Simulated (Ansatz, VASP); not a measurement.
This is a calculation of GaAs for Ansatz 0.2.0.

File input.yaml:

```yaml
crystal:
  lattice:
    - [3.8353734506, 0.0, 0.0]
    - [0.0, 3.8353734506, 0.0]
    - [0.0, 0.0, 2.7570490054]
  atoms:
    - { symbol: Ga, position: [0.5, 0.5, 0.5] }
    - { symbol: As, position: [0.0, 0.0, 0.5] }
hamiltonian:
  xc: pbe
  pseudopotentials: { kind: paw }
kpoints:
  mp_grid: { grid: [7, 7, 10] }
scf:
  occupations: { method: fermi_dirac, width: 0.05 }
output:
  forces: true
  stress: true
  eigenvalues: true
```

Potentials or basis: Ansatz PAW.

Run with:

```sh
$ ansatz run input.yaml --threads 1 --pin off --max-ram 3584MiB --backend cpu --events-out ev --progress --plain --runs-dir out
```

Set up the same calculation for VASP 6.6.1. Potentials there: VASP PAW PBE potentials, release 64 (Ga_d, As).

As run (the cutoff follows the program's own potentials):

File INCAR:

```
SYSTEM = GaAs
ALGO = Normal
EDIFF = 1E-7
ENCUT = 520
GGA = PE
ISIF = 2
ISMEAR = -1
LASPH = .TRUE.
LCHARG = .FALSE.
LREAL = .FALSE.
LWAVE = .FALSE.
NBANDS = 16
NELM = 60
PREC = Accurate
SIGMA = 0.05
```

The input KPOINTS:

```
k-points
0
G
  7 7 10
  0 0 0
```

File POSCAR:

```
GaAs
1.0
    3.8353734506      0.0000000000      0.0000000000
    0.0000000000      3.8353734506      0.0000000000
    0.0000000000      0.0000000000      2.7570490054
Ga As
1 1
Direct
    0.5000000000      0.5000000000      0.5000000000
    0.0000000000      0.0000000000      0.5000000000
```

Potentials or basis: VASP PAW PBE potentials, release 64 (Ga_d, As).

Command:

```bash
$ cat potpaw_PBE.64/Ga_d/POTCAR potpaw_PBE.64/As/POTCAR > POTCAR
$ mpirun -np 1 vasp_std > vasp.out
```

Both were run:

|  | VASP | Ansatz | Ansatz less VASP |
| --- | --- | --- | --- |
| gap on the k mesh at the Fermi level (eV) | none | none | - |
| pressure (GPa) | -1.0 | -1.1 | -0.14 |
| largest component of the traceless stress (GPa) | 2.88 | 2.85 | -0.036 |

A gap of «none» marks a metal or a gap that the smearing closes. The two sets of potentials don't hold the same shells in valence.
